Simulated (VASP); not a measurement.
# Si in VASP: reference runs

Aim: a first look at Si with PBE, on the cell as given.

Everything below comes from runs of VASP 6.6.1. Logs are shortened: lines on timing, memory, paths and dates and some standing lists are left out, and cuts for length are marked.

## 1. The sheet as given

The cell holds a sheet with vacuum, 1 atom: a = 2.399 Å, b = 2.418 Å, c = 23.800 Å, α = 90.00°, β = 90.00°, γ = 90.00°.

The cell was built by a generator and needn't be a form met in nature.

## 2. Single point, PBE

The input, INCAR:

```
SYSTEM = Si
ALGO = Normal
DIPOL = 0.5 0.5 0.294
EDIFF = 1E-7
ENCUT = 520
GGA = PE
IDIPOL = 3
ISIF = 2
ISMEAR = -1
LASPH = .TRUE.
LCHARG = .FALSE.
LDIPOL = .TRUE.
LREAL = .FALSE.
LWAVE = .FALSE.
NBANDS = 8
NELM = 60
PREC = Accurate
SIGMA = 0.05
```

The input, KPOINTS:

```
k-points
0
G
  11 11 1
  0 0 0
```

The input, POSCAR:

```
Si
1.0
    2.3993200000      0.0000000000      0.0000000000
    0.0000000000      2.4179400000      0.0000000000
    0.0000000000      0.0000000000     23.8000000000
Si
1
Direct
    0.5000000000      0.5000000000      0.2941200000
```

Potentials or basis: VASP PAW PBE potentials, release 64 (Si).

Run with:

```sh
cat potpaw_PBE.64/Si/POTCAR > POTCAR
mpirun -np 1 vasp_std > vasp.out
```

OUTCAR:

```text
SYSTEM = Si
   EDIFF = 1E-7
   ENCUT = 520
   GGA = PE
   ISIF = 2
   ISMEAR = -1
   LASPH = .TRUE.
   LREAL = .FALSE.
   NELM = 60
   PREC = Accurate

 ion  position               nearest neighbor table
   1  0.500  0.500  0.294-

  LATTYP: Found a simple orthorhombic cell.
 ALAT       =     2.3993200000
 B/A-ratio  =     1.0077605322
 C/A-ratio  =     9.9194771852

  Lattice vectors:

 A1 = (   2.3993200000,   0.0000000000,   0.0000000000)
 A2 = (   0.0000000000,   2.4179400000,   0.0000000000)
 A3 = (   0.0000000000,   0.0000000000,  23.8000000000)

Analysis of symmetry for initial positions (statically):
=====================================================================
 Subroutine PRICEL returns:
 Original cell was already a primitive cell.

 Routine SETGRP: Setting up the symmetry group for a
 simple orthorhombic supercell.

 Subroutine GETGRP returns: Found  8 space group operations
 (whereof  4 operations were pure point group operations)
 out of a pool of  8 trial point group operations.

The static configuration has the point symmetry C_2v.
 The point group associated with its full space group is D_2h.

Analysis of symmetry for dynamics (positions and initial velocities):
=====================================================================
 Subroutine PRICEL returns:
 Original cell was already a primitive cell.

 Routine SETGRP: Setting up the symmetry group for a
 simple orthorhombic supercell.

 Subroutine GETGRP returns: Found  8 space group operations
 (whereof  4 operations were pure point group operations)
 out of a pool of  8 trial point group operations.

The dynamic configuration has the point symmetry C_2v.
 The point group associated with its full space group is D_2h.

 Subroutine INISYM returns: Found  8 space group operations
 (whereof  4 operations are pure point group operations),
 and found     1 'primitive' translations

----------------------------------------------------------------------------------------

                                     Primitive cell

  volume of cell :     138.0736

  direct lattice vectors                    reciprocal lattice vectors
     2.399320000  0.000000000  0.000000000     0.416784756  0.000000000  0.000000000
     0.000000000  2.417940000  0.000000000     0.000000000  0.413575192  0.000000000
     0.000000000  0.000000000 23.800000000     0.000000000  0.000000000  0.042016807

  length of vectors
     2.399320000  2.417940000 23.800000000     0.416784756  0.413575192  0.042016807

  position of ions in fractional coordinates (direct lattice)
     0.500000000  0.500000000  0.294120000

  ion indices of the primitive-cell ions
   primitive index   ion index
                 1           1

----------------------------------------------------------------------------------------

 KPOINTS: k-points

Automatic generation of k-mesh.
 Grid dimensions read from file:
 generate k-points for:   11   11    1

 Generating k-lattice:

  Cartesian coordinates                     Fractional coordinates (reciprocal lattice)
     0.037889523  0.000000000  0.000000000     0.090909091  0.000000000  0.000000000
     0.000000000  0.037597745  0.000000000     0.000000000  0.090909091  0.000000000
     0.000000000  0.000000000  0.042016807     0.000000000  0.000000000  1.000000000

  Length of vectors
     0.037889523  0.037597745  0.042016807

  Shift w.r.t. Gamma in fractional coordinates (k-lattice)
     0.000000000  0.000000000  0.000000000

 Subroutine IBZKPT returns following result:
 ===========================================

 Found     36 irreducible k-points:

 Following reciprocal coordinates:
            Coordinates               Weight
  0.000000  0.000000  0.000000      1.000000
  0.090909  0.000000  0.000000      2.000000
  0.181818  0.000000  0.000000      2.000000
  0.272727  0.000000  0.000000      2.000000
  0.363636  0.000000  0.000000      2.000000
  0.454545  0.000000  0.000000      2.000000
[... 16 lines left out ...]
  0.363636  0.272727  0.000000      4.000000
  0.454545  0.272727  0.000000      4.000000
 [... further k-points ...]
   k-points           NKPTS =     36   k-points in BZ     NKDIM =     36   number of bands    NBANDS=      8
   number of dos      NEDOS =    301   number of ions     NIONS =      1
   total plane-waves  NPLWV =  58320
   dimension x,y,z NGX =    18 NGY =   18 NGZ =  180
   dimension x,y,z NGXF=    36 NGYF=   36 NGZF=  360
   ions per type =               1
   NGX,Y,Z   is equivalent  to a cutoff of  12.47, 12.38, 12.57 a.u.
   NGXF,Y,Z  is equivalent  to a cutoff of  24.94, 24.75, 25.15 a.u.
 SYSTEM =  Si
   PREC   = accura    normal or accurate (medium, high low for compatibility)
   ISTART =      0    job   : 0-new  1-cont  2-samecut
   ICHARG =      2    charge: 1-file 2-atom 10-const
   ISPIN  =      1    spin polarized calculation?
   LNONCOLLINEAR =      F non collinear calculations
   LSORBIT =      F    spin-orbit coupling
   LASPH  =      T    aspherical Exc in radial PAW
   ENCUT  =  520.0 eV  38.22 Ry    6.18 a.u.   4.46  4.50 44.25*2*pi/ulx,y,z
   NELM   =     60;   NELMIN=  2; NELMDL= -5     # of ELM steps
   EDIFF  = 0.1E-06   stopping-criterion for ELM
   LREAL  =      F    real-space projection
   EDIFFG = 0.1E-05   stopping-criterion for IOM
   NSW    =      0    number of steps for IOM
   IBRION =     -1    ionic relax: 0-MD 1-quasi-New 2-CG
   NFREE  =      0    steps in history (QN), initial steepest desc. (CG)
   ISIF   =      2    stress and relaxation
   ISYM   =      2    0-nonsym 1-usesym 2-fastsym
   POTIM  = 0.5000    time-step for ionic-motion
   TEBEG  =    0.0;   TEEND  =   0.0 temperature during run
   PSTRESS=    0.0 pullay stress
   NELECT =       4.0000    total number of electrons
   NUPDOWN=      -1.0000    fix difference up-down
   EMIN   =  10.00;   EMAX   =-10.00  energy-range for DOS
   EFERMI =   0.00;   METHOD = LEGACY
   ISMEAR =    -1;   SIGMA  =   0.05  broadening in eV -4-tet -1-fermi 0-gaus
   EFERMI_NEDOS =   21; number of points for ismear=-14 and -15
   IALGO  =     38    algorithm
   IMIX   =      4    mixing-type and parameters
     AMIX     =   0.40;   BMIX     =  1.00
     AMIX_MAG =   1.60;   BMIX_MAG =  1.00
  volume/ion in A,a.u.               =     138.07       931.77
  Fermi-wavevector in a.u.,A,eV,Ry     =   0.502795  0.950145  3.439596  0.252803
  Thomas-Fermi vector in A             =   1.511992
   LORBIT       =      0    0 simple, 1 ext, 2 COOP (PROOUT), +10 PAW based schemes
   GGA     = PE    functional components
   LHFCALC =     F    Hartree Fock is set to
   AEXX    =    0.0000 exact exchange contribution
   IVDW    =     0    specifies the selected vdW correction
   LEPSILON=     F    determine dielectric tensor
   LRPA    =     F    only Hartree local field effects (RPA)
 non-spin polarized calculation
  energy-cutoff  :      520.00
  volume of cell :      138.07
 maximum number of plane-waves:      3772
 NGX is ok and might be reduce to    18
   NGX =  9   NGY =  9   NGZ = 89

 dipolmoment           0.000000      0.000000     -0.000001 electrons x Angstroem

 number of electron       4.0000001 magnetization

 dipolmoment           0.000000      0.000000      0.000001 electrons x Angstroem

 Free energy of the ion-electron system (eV)
  ---------------------------------------------------
  ext. energy  EPLUGINS =         0.00000000
  ---------------------------------------------------
  free energy    TOTEN  =        -4.53726684 eV

  energy without entropy =       -4.53138175  energy(sigma->0) =       -4.53432429

 E-fermi :  -3.1529     XC(G=0):  -1.8908

 val. band max:       -3.2132574596   @ k =   0.3636   0.3636   0.0000
 cond. band min:      -3.0975837334   @ k =   0.0909   0.3636   0.0000
 fundamental gap:      0.1156737262
 Fermi energy:        -3.1529132017

 k-point     1 :       0.0000    0.0000    0.0000
  band No.  band energies     occupation
      1     -14.6364      2.00000
      2      -6.3115      2.00000
      3      -0.0766      0.00000
      4       1.2751      0.00000
      5       1.5883      0.00000
      6       2.2773      0.00000
      7       2.3573      0.00000
      8       3.8277      0.00000

 k-point     2 :       0.0909    0.0000    0.0000
  band No.  band energies     occupation
      1     -14.4302      2.00000
      2      -6.1138      2.00000
      3       0.1284      0.00000
      4       1.4891      0.00000
      5       1.8031      0.00000
      6       2.4921      0.00000
      7       2.5637      0.00000
      8       3.9406      0.00000

 k-point     3 :       0.1818    0.0000    0.0000
  band No.  band energies     occupation
      1     -13.8135      2.00000
      2      -5.5231      2.00000
      3       0.5335      0.00000
      4       1.2017      0.00000
      5       2.1305      0.00000
      6       2.4562      0.00000
      7       3.1359      0.00000
      8       3.2345      0.00000

 k-point     4 :       0.2727    0.0000    0.0000
  band No.  band energies     occupation
      1     -12.7929      2.00000
      2      -4.5498      2.00000
      3      -2.1092      0.00000
      4       1.8866      0.00000
      5       3.1937      0.00000
      6       3.5321      0.00000
      7       4.2037      0.00000
      8       4.3005      0.00000

 k-point     5 :       0.3636    0.0000    0.0000
  band No.  band energies     occupation
      1     -11.3803      2.00000
      2      -4.8900      2.00000
      3      -3.2320      1.65882
      4       3.3491      0.00000
      5       3.9091      0.00000
      6       4.7983      0.00000
      7       5.0406      0.00000
      8       5.7443      0.00000

 k-point     6 :       0.4545    0.0000    0.0000
  band No.  band energies     occupation
      1      -9.6095      2.00000
      2      -7.3587      2.00000
      3      -1.7959      0.00000
      4       1.7658      0.00000
      5       5.1931      0.00000
      6       6.6571      0.00000
      7       6.9663      0.00000
      8       7.4189      0.00000

 k-point     7 :       0.0000    0.0909    0.0000
  band No.  band energies     occupation
      1     -14.4335      2.00000
      2      -6.1173      2.00000
      3       0.1253      0.00000
      4       1.4857      0.00000
      5       1.7997      0.00000
      6       2.4887      0.00000
      7       2.5596      0.00000
      8       3.8394      0.00000
[... 133 lines left out ...]
 k-point    20 :       0.0909    0.2727    0.0000
  band No.  band energies     occupation
      1     -12.6197      2.00000
      2      -4.3856      2.00000
      3      -2.1186      0.00000
      4       2.0375      0.00000
      5       3.3761      0.00000
      6       3.7148      0.00000
      7       4.3871      0.00000
      8       4.4600      0.00000

 k-point    21 :       0.1818    0.2727    0.0000
  band No.  band energies     occupation
      1     -12.0111      2.00000
      2      -3.7994      2.00000
      3      -1.7398      0.00000
      4       2.3897      0.00000
      5       3.7997      0.00000
      6       4.0163      0.00000
      7       4.3989      0.00000
      8       5.0302      0.00000

 k-point    22 :       0.2727    0.2727    0.0000
  band No.  band energies     occupation
      1     -11.0049      2.00000
      2      -2.8346      0.00343
      3      -1.7455      0.00000
      4       1.2237      0.00000
      5       3.9701      0.00000
      6       5.0766      0.00000
      7       5.4527      0.00000
      8       6.0964      0.00000

 k-point    23 :       0.3636    0.2727    0.0000
  band No.  band energies     occupation
      1      -9.6150      2.00000
      2      -3.4868      1.99749
      3      -1.5320      0.00000
      4       1.4996      0.00000
      5       5.2951      0.00000
      6       5.6240      0.00000
      7       6.6662      0.00000
      8       6.9365      0.00000

 k-point    24 :       0.4545    0.2727    0.0000
  band No.  band energies     occupation
      1      -7.8754      2.00000
      2      -5.7397      2.00000
      3      -0.1271      0.00000
      4       2.7386      0.00000
      5       3.5041      0.00000
      6       5.3217      0.00000
      7       7.5526      0.00000
      8       8.5337      0.00000

 [... further k-points ...]

------------------------ aborting loop because EDIFF is reached ----------------------------------------

 vacuum level on the upper side and lower side of the slab       (xc-potential included)        -0.016        -0.016

  FORCE on cell =-STRESS in cart. coord.  units (eV):
  Direction    XX          YY          ZZ          XY          YZ          ZX
  --------------------------------------------------------------------------------------
  -------------------------------------------------------------------------------------
  Total        0.2372892     -0.1231825     -0.0016117      0.0000000      0.0000000      0.0000000
  in kB        2.7534550     -1.4293842     -0.0187018      0.0000000      0.0000000      0.0000000
  external PRESSURE =       0.4351230 kB  Pullay stress =       0.0000000 kB

 VOLUME and BASIS-vectors are now :
 -----------------------------------------------------------------------------
  energy-cutoff  :      520.00
  volume of cell :      138.07
      direct lattice vectors                 reciprocal lattice vectors
     2.399320000  0.000000000  0.000000000     0.416784756  0.000000000  0.000000000
     0.000000000  2.417940000  0.000000000     0.000000000  0.413575192  0.000000000
     0.000000000  0.000000000 23.800000000     0.000000000  0.000000000  0.042016807

 POSITION                                       TOTAL-FORCE (eV/Angst)
 -----------------------------------------------------------------------------------
      1.19966      1.20897      7.00006         0.000000      0.000000      0.000000
 -----------------------------------------------------------------------------------
    total drift:                               -0.000000     -0.000000      0.000003

  FREE ENERGIE OF THE ION-ELECTRON SYSTEM (eV)
  ---------------------------------------------------
  free  energy   TOTEN  =        -4.5372668378 eV

  energy  without entropy=       -4.5313817462  energy(sigma->0) =       -4.53432429

 vacuum level on the upper side and lower side of the slab         1.505         1.505
```

Run time: 45 s. Hardware: 1 thread of Intel Xeon 6975P-C (Granite Rapids), shared host; peak memory 0.23 GiB.

What came out:

```yaml
Free_energy: -4.5373 eV
Band_gap_on_the_k_mesh: none (metal or under the smearing width)
```

Levels at points of the mesh, in eV from the Fermi level:
```tsv
k point	band 1	band 2	band 3	band 4	band 5	band 6	band 7
(0.00, 0.00, 0.00)	-11.48	-3.16	3.08	4.43	4.74	5.43	5.51
```
